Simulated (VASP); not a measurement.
Write the native input for VASP 6.6.1 that does the following.

```
Task                   : single point
Functional             : PBE
Potentials or basis    : VASP PAW PBE potentials, release 64 (Sn_d)
Cutoff                 : 520 eV
k mesh                 : 16 × 16 × 16
Occupations            : gaussian, width 0.1 eV
Spin                   : no spin polarisation
Dipole correction      : no
Further INCAR settings : ALGO = Fast; EDIFF = 1e-06; NBANDS = 13
```

The structure of Sn lies in POSCAR:

```
Sn
1.0
   -1.7614323532      1.8459296831      2.4062942185
    1.7614323532     -1.8459296831      2.4062942185
    1.7614323532      1.8459296831     -2.4062942185
Sn
1
Direct
    0.0000000000      0.0000000000      0.0000000000
```

This isn't the form of Sn at room conditions, which is tetragonal (white tin).

The cell isn't the ideal one: strained and moved within the space group.

One way to write it, as run:

INCAR

```
  PREC = Accurate
  ENCUT = 520
  EDIFF = 1E-6
  ISMEAR = 0
  SIGMA = 0.1
  LREAL = False
  LASPH = True
  NELM = 100
  ALGO = Fast
  ISIF = 2
  LWAVE = False
  LCHARG = True
  GGA = PE
  LELF = True
  LVHAR = True
  NBANDS = 13
```

KPOINTS

```
Automatic mesh
0
Gamma
  16 16 16
```

Potentials or basis: VASP PAW PBE potentials, release 64 (Sn_d).

Command:

```sh
$ cat potpaw_PBE.64/Sn_d/POTCAR > POTCAR
$ mpirun -np 1 vasp_std > vasp.out
```

Results of the run:

* Pressure: -4.0 GPa
* Band gap on the k mesh: none (metal or under the smearing width)

Wall time 3.7 min on 1 thread of Intel(R) Xeon(R) Platinum 8259CL CPU @ 2.50GHz (Skylake/Cascade Lake) (shared host), peak memory 0.34 GiB.
